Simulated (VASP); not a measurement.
Ga:

```
CELL_PARAMETERS angstrom
2.77842 0.00000 0.00000
0.00000 3.28161 0.00000
-1.34343 0.00000 3.99027
ATOMIC_POSITIONS crystal
Ga 0.13460 0.75000 0.77017
Ga 0.86540 0.25000 0.22983
```

This isn't the form of Ga at room conditions, which is orthorhombic.

| Item | Value |
| --- | --- |
| Program | VASP 6.6.1 |
| Task | single point |
| Functional | PBEsol |
| Potentials or basis | VASP PAW PBE potentials, release 64 (Ga_d) |
| Cutoff | 520 eV |
| k mesh | 10 × 8 × 7 |
| Occupations | fermi-dirac, width 0.05 eV |
| Spin | no spin polarisation |

On this cell: pressure -0.6 GPa; largest force 0.073 eV/Å; band gap on the k mesh none (metal or under the smearing width).

The same run follows on a disturbed copy (atoms moved at random, drawn with an rms of 0.05 Å):

```
CELL_PARAMETERS angstrom
2.77842 0.00000 0.00000
0.00000 3.28161 0.00000
-1.34343 0.00000 3.99027
ATOMIC_POSITIONS crystal
Ga 0.13136 0.74760 0.76723
Ga 0.85768 0.25727 0.22752
```

Task: What does the disturbed cell give?

Result: The energy (extrapolated to zero smearing) moves by +0.5 meV/atom; pressure -0.5 GPa; largest force 0.085 eV/Å; band gap on the k mesh none (metal or under the smearing width).

Forces on the atoms (eV/Å):
```
Ga  -0.013  0.057 -0.061
Ga   0.013 -0.057  0.061
```

Stress tensor (GPa, compression positive):
```
 0.09  0.02 -0.36
 0.02 -1.56  0.01
-0.36  0.01 -0.07
```

Caveats: the PAW data sets were made with another functional, which shifts forces and pressure a little.
